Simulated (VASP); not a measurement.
# As2Pt (Pa-3) in VASP: single point with PBE

Aim: the single point of As2Pt with PBE.

All numbers are computed with VASP 6.6.1; they aren't measurements. Logs are shortened: lines on timing, memory, paths and dates and some standing lists are left out, and cuts for length are marked.

### Step 1. Starting point

The structure is cubic, space group Pa-3 (No. 205). Conventional cell: a = 5.919 Å, b = 5.919 Å, c = 5.919 Å, α = 90.00°, β = 90.00°, γ = 90.00°. Pt (site symmetry -3) has 6 As at 2.47 Å as nearest neighbours. Around As (site symmetry 3) lie 1 As at 2.40 Å and 3 Pt at 2.47 Å.

### Step 2. Single point, PBE

The input, INCAR:

```
  ALGO = Fast
  EDIFF = 1E-6
  ENCUT = 520
  GGA = PE
  ISIF = 2
  ISMEAR = -1
  LASPH = True
  LCHARG = False
  LREAL = False
  LWAVE = False
  NBANDS = 52
  NELM = 100
  PREC = Accurate
  SIGMA = 0.1
```

The input, KPOINTS:

```
k-points
0
Gamma
  6 6 6
```

The input, POSCAR:

```
As2Pt
1.0
    5.9188600000      0.0000000000      0.0000000000
    0.0000000000      5.9188600000      0.0000000000
    0.0000000000      0.0000000000      5.9188600000
Pt As
4 8
Direct
    0.0000000000      0.0000000000      0.0000000000
    0.5000000000      0.0000000000      0.5000000000
    0.5000000000      0.5000000000      0.0000000000
    0.0000000000      0.5000000000      0.5000000000
    0.3830000000      0.3830000000      0.3830000000
    0.1170000000      0.6170000000      0.8830000000
    0.8830000000      0.1170000000      0.6170000000
    0.6170000000      0.8830000000      0.1170000000
    0.6170000000      0.6170000000      0.6170000000
    0.8830000000      0.3830000000      0.1170000000
    0.1170000000      0.8830000000      0.3830000000
    0.3830000000      0.1170000000      0.8830000000
```

Potentials or basis: VASP PAW PBE potentials, release 64 (Pt, As).

The run is started by

```
> cat potpaw_PBE.64/Pt/POTCAR potpaw_PBE.64/As/POTCAR > POTCAR
> mpirun -np 1 vasp_std > vasp.out
```

OUTCAR:

```text
EDIFF = 1E-6
   ENCUT = 520
   GGA = PE
   ISIF = 2
   ISMEAR = -1
   LASPH = True
   LREAL = False
   NELM = 100
   PREC = Accurate

 ion  position               nearest neighbor table
   1  0.000  0.000  0.000-   6 2.47   7 2.47   8 2.47  10 2.47  11 2.47  12 2.47
   2  0.500  0.000  0.500-   5 2.47   7 2.47   8 2.47   9 2.47  11 2.47  12 2.47
   3  0.500  0.500  0.000-   5 2.47   6 2.47   8 2.47   9 2.47  10 2.47  12 2.47
   4  0.000  0.500  0.500-   5 2.47   6 2.47   7 2.47   9 2.47  10 2.47  11 2.47
   5  0.383  0.383  0.383-   9 2.40   3 2.47   4 2.47   2 2.47
   6  0.117  0.617  0.883-  10 2.40   3 2.47   4 2.47   1 2.47
   7  0.883  0.117  0.617-  11 2.40   2 2.47   4 2.47   1 2.47
   8  0.617  0.883  0.117-  12 2.40   2 2.47   3 2.47   1 2.47
   9  0.617  0.617  0.617-   5 2.40   3 2.47   4 2.47   2 2.47
  10  0.883  0.383  0.117-   6 2.40   3 2.47   4 2.47   1 2.47
  11  0.117  0.883  0.383-   7 2.40   2 2.47   4 2.47   1 2.47
  12  0.383  0.117  0.883-   8 2.40   2 2.47   3 2.47   1 2.47

  LATTYP: Found a simple cubic cell.
 ALAT       =     5.9188600000

  Lattice vectors:

 A1 = (   5.9188600000,   0.0000000000,   0.0000000000)
 A2 = (   0.0000000000,   5.9188600000,   0.0000000000)
 A3 = (   0.0000000000,   0.0000000000,   5.9188600000)

Analysis of symmetry for initial positions (statically):
=====================================================================
 Subroutine PRICEL returns:
 Original cell was already a primitive cell.

 Routine SETGRP: Setting up the symmetry group for a
 simple cubic supercell.

 Subroutine GETGRP returns: Found 24 space group operations
 (whereof  6 operations were pure point group operations)
 out of a pool of 48 trial point group operations.

The static configuration has the point symmetry S_6 .
 The point group associated with its full space group is T_h .

Analysis of symmetry for dynamics (positions and initial velocities):
=====================================================================
 Subroutine PRICEL returns:
 Original cell was already a primitive cell.

 Routine SETGRP: Setting up the symmetry group for a
 simple cubic supercell.

 Subroutine GETGRP returns: Found 24 space group operations
 (whereof  6 operations were pure point group operations)
 out of a pool of 48 trial point group operations.

The dynamic configuration has the point symmetry S_6 .
 The point group associated with its full space group is T_h .

 Subroutine INISYM returns: Found 24 space group operations
 (whereof  6 operations are pure point group operations),
 and found     1 'primitive' translations

----------------------------------------------------------------------------------------

                                     Primitive cell

  volume of cell :     207.3549

  direct lattice vectors                    reciprocal lattice vectors
     5.918860000  0.000000000  0.000000000     0.168951453  0.000000000  0.000000000
     0.000000000  5.918860000  0.000000000     0.000000000  0.168951453  0.000000000
     0.000000000  0.000000000  5.918860000     0.000000000  0.000000000  0.168951453

  length of vectors
     5.918860000  5.918860000  5.918860000     0.168951453  0.168951453  0.168951453

  position of ions in fractional coordinates (direct lattice)
     0.000000000  0.000000000  0.000000000
     0.500000000  0.000000000  0.500000000
     0.500000000  0.500000000  0.000000000
     0.000000000  0.500000000  0.500000000
     0.383000000  0.383000000  0.383000000
     0.117000000  0.617000000  0.883000000
     0.883000000  0.117000000  0.617000000
     0.617000000  0.883000000  0.117000000
     0.617000000  0.617000000  0.617000000
     0.883000000  0.383000000  0.117000000
     0.117000000  0.883000000  0.383000000
     0.383000000  0.117000000  0.883000000

  ion indices of the primitive-cell ions
   primitive index   ion index
                 1           1
                 2           2
                 3           3
                 4           4
                 5           5
                 6           6
                 7           7
                 8           8
                 9           9
                10          10
                11          11
                12          12

----------------------------------------------------------------------------------------

 KPOINTS: k-points

Automatic generation of k-mesh.
 Grid dimensions read from file:
 generate k-points for:    6    6    6

 Generating k-lattice:

  Cartesian coordinates                     Fractional coordinates (reciprocal lattice)
     0.028158576  0.000000000  0.000000000     0.166666667  0.000000000  0.000000000
     0.000000000  0.028158576  0.000000000     0.000000000  0.166666667  0.000000000
     0.000000000  0.000000000  0.028158576     0.000000000  0.000000000  0.166666667

  Length of vectors
     0.028158576  0.028158576  0.028158576

  Shift w.r.t. Gamma in fractional coordinates (k-lattice)
     0.000000000  0.000000000  0.000000000

 Subroutine IBZKPT returns following result:
 ===========================================

 Found     24 irreducible k-points:

 Following reciprocal coordinates:
            Coordinates               Weight
  0.000000  0.000000  0.000000      1.000000
  0.166667  0.000000  0.000000      6.000000
  0.333333  0.000000  0.000000      6.000000
  0.500000  0.000000  0.000000      3.000000
  0.166667  0.166667  0.000000     12.000000
  0.333333  0.166667  0.000000     12.000000
[... 16 lines left out ...]
  0.500000  0.500000  0.333333      6.000000
  0.500000  0.500000  0.500000      1.000000
   k-points           NKPTS =     24   k-points in BZ     NKDIM =     24   number of bands    NBANDS=     52
   number of dos      NEDOS =    301   number of ions     NIONS =     12
   total plane-waves  NPLWV = 110592
   dimension x,y,z NGX =    48 NGY =   48 NGZ =   48
   dimension x,y,z NGXF=    96 NGYF=   96 NGZF=   96
   ions per type =               4   8
   NGX,Y,Z   is equivalent  to a cutoff of  13.48, 13.48, 13.48 a.u.
   NGXF,Y,Z  is equivalent  to a cutoff of  26.96, 26.96, 26.96 a.u.
 SYSTEM =  unknown system
   PREC   = accura    normal or accurate (medium, high low for compatibility)
   ISTART =      0    job   : 0-new  1-cont  2-samecut
   ICHARG =      2    charge: 1-file 2-atom 10-const
   ISPIN  =      1    spin polarized calculation?
   LNONCOLLINEAR =      F non collinear calculations
   LSORBIT =      F    spin-orbit coupling
   LASPH  =      T    aspherical Exc in radial PAW
   ENCUT  =  520.0 eV  38.22 Ry    6.18 a.u.  11.01 11.01 11.01*2*pi/ulx,y,z
   NELM   =    100;   NELMIN=  2; NELMDL= -5     # of ELM steps
   EDIFF  = 0.1E-05   stopping-criterion for ELM
   LREAL  =      F    real-space projection
   EDIFFG = 0.1E-04   stopping-criterion for IOM
   NSW    =      0    number of steps for IOM
   IBRION =     -1    ionic relax: 0-MD 1-quasi-New 2-CG
   NFREE  =      0    steps in history (QN), initial steepest desc. (CG)
   ISIF   =      2    stress and relaxation
   ISYM   =      2    0-nonsym 1-usesym 2-fastsym
   POTIM  = 0.5000    time-step for ionic-motion
   TEBEG  =    0.0;   TEEND  =   0.0 temperature during run
   PSTRESS=    0.0 pullay stress
   NELECT =      80.0000    total number of electrons
   NUPDOWN=      -1.0000    fix difference up-down
   EMIN   =  10.00;   EMAX   =-10.00  energy-range for DOS
   EFERMI =   0.00;   METHOD = LEGACY
   ISMEAR =    -1;   SIGMA  =   0.10  broadening in eV -4-tet -1-fermi 0-gaus
   EFERMI_NEDOS =   21; number of points for ismear=-14 and -15
   IALGO  =     68    algorithm
   IMIX   =      4    mixing-type and parameters
     AMIX     =   0.40;   BMIX     =  1.00
     AMIX_MAG =   1.60;   BMIX_MAG =  1.00
  volume/ion in A,a.u.               =      17.28       116.61
  Fermi-wavevector in a.u.,A,eV,Ry     =   1.191791  2.252158 19.325249  1.420366
  Thomas-Fermi vector in A             =   2.327844
   LORBIT       =      0    0 simple, 1 ext, 2 COOP (PROOUT), +10 PAW based schemes
   GGA     = PE    functional components
   LHFCALC =     F    Hartree Fock is set to
   AEXX    =    0.0000 exact exchange contribution
   IVDW    =     0    specifies the selected vdW correction
   LEPSILON=     F    determine dielectric tensor
   LRPA    =     F    only Hartree local field effects (RPA)
 non-spin polarized calculation
 RMM-DIIS sequential band-by-band and
  energy-cutoff  :      520.00
  volume of cell :      207.35
 maximum number of plane-waves:      5632
 NGX is ok and might be reduce to    48
   NGX = 23   NGY = 23   NGZ = 23

 number of electron      79.9999991 magnetization

 Free energy of the ion-electron system (eV)
  ---------------------------------------------------
  ext. energy  EPLUGINS =         0.00000000
  ---------------------------------------------------
  free energy    TOTEN  =       -67.49476350 eV

  energy without entropy =      -67.48588948  energy(sigma->0) =      -67.49032649

 E-fermi :   8.2082     XC(G=0): -11.4755

 val. band max:        7.9410336397   @ k =   0.3333   0.3333   0.0000
 cond. band min:       8.3563141319   @ k =   0.5000   0.5000   0.5000
 fundamental gap:      0.4152804922
 Fermi energy:         8.2082196878

 k-point     1 :       0.0000    0.0000    0.0000
  band No.  band energies     occupation
      1      -6.6192      2.00000
      2      -4.5044      2.00000
      3      -4.5044      2.00000
      4      -4.5044      2.00000
      5      -2.2190      2.00000
      6      -2.2190      2.00000
[... 44 lines left out ...]
     51      13.4463      0.00000
     52      13.4488      0.00000
[... 1263 lines left out ...]
     51      12.0021      0.00000
     52      12.0021      0.00000

------------------------ aborting loop because EDIFF is reached ----------------------------------------

  FORCE on cell =-STRESS in cart. coord.  units (eV):
  Direction    XX          YY          ZZ          XY          YZ          ZX
  --------------------------------------------------------------------------------------
  -------------------------------------------------------------------------------------
  Total       14.8761412     14.8761412     14.8761412      0.0000000      0.0000000      0.0000000
  in kB      114.9440967    114.9440967    114.9440967      0.0000000      0.0000000      0.0000000
  external PRESSURE =     114.9440967 kB  Pullay stress =       0.0000000 kB

 VOLUME and BASIS-vectors are now :
 -----------------------------------------------------------------------------
  energy-cutoff  :      520.00
  volume of cell :      207.35
      direct lattice vectors                 reciprocal lattice vectors
     5.918860000  0.000000000  0.000000000     0.168951453  0.000000000  0.000000000
     0.000000000  5.918860000  0.000000000     0.000000000  0.168951453  0.000000000
     0.000000000  0.000000000  5.918860000     0.000000000  0.000000000  0.168951453

 POSITION                                       TOTAL-FORCE (eV/Angst)
 -----------------------------------------------------------------------------------
      0.00000      0.00000      0.00000         0.000000     -0.000000      0.000000
      2.95943      0.00000      2.95943         0.000000     -0.000000      0.000000
      2.95943      2.95943      0.00000         0.000000     -0.000000      0.000000
      0.00000      2.95943      2.95943         0.000000     -0.000000      0.000000
      2.26692      2.26692      2.26692        -0.021403     -0.021403     -0.021403
      0.69251      3.65194      5.22635         0.021403      0.021403     -0.021403
      5.22635      0.69251      3.65194        -0.021403      0.021403      0.021403
      3.65194      5.22635      0.69251         0.021403     -0.021403      0.021403
      3.65194      3.65194      3.65194         0.021403      0.021403      0.021403
      5.22635      2.26692      0.69251        -0.021403     -0.021403      0.021403
      0.69251      5.22635      2.26692         0.021403     -0.021403     -0.021403
      2.26692      0.69251      5.22635        -0.021403      0.021403     -0.021403
 -----------------------------------------------------------------------------------
    total drift:                               -0.000000      0.000000     -0.000000

  FREE ENERGIE OF THE ION-ELECTRON SYSTEM (eV)
  ---------------------------------------------------
  free  energy   TOTEN  =       -67.4947635005 eV

  energy  without entropy=      -67.4858894832  energy(sigma->0) =      -67.49032649
```

Run time: 5.6 min. Hardware: 1 thread of Intel Xeon Platinum 8259CL at 2.50GHz (Skylake/Cascade Lake), shared host; peak memory 0.43 GiB.

Results:

* Free energy: -67.4948 eV
* Pressure: 11.5 GPa
* Largest force: 0.037 eV/Å
* Band gap on the k mesh: 0.42 eV, indirect (least direct gap 1.19 eV)

Forces in eV/Å, atoms in the order of the input:
```
Pt   0.000  0.000  0.000
Pt   0.000  0.000  0.000
Pt   0.000  0.000  0.000
Pt   0.000  0.000  0.000
As  -0.021 -0.021 -0.021
As   0.021  0.021 -0.021
As  -0.021  0.021  0.021
As   0.021 -0.021  0.021
As   0.021  0.021  0.021
As  -0.021 -0.021  0.021
As   0.021 -0.021 -0.021
As  -0.021  0.021 -0.021
```

Caveat: spin-orbit coupling is left out, which moves the levels of the heavy elements.
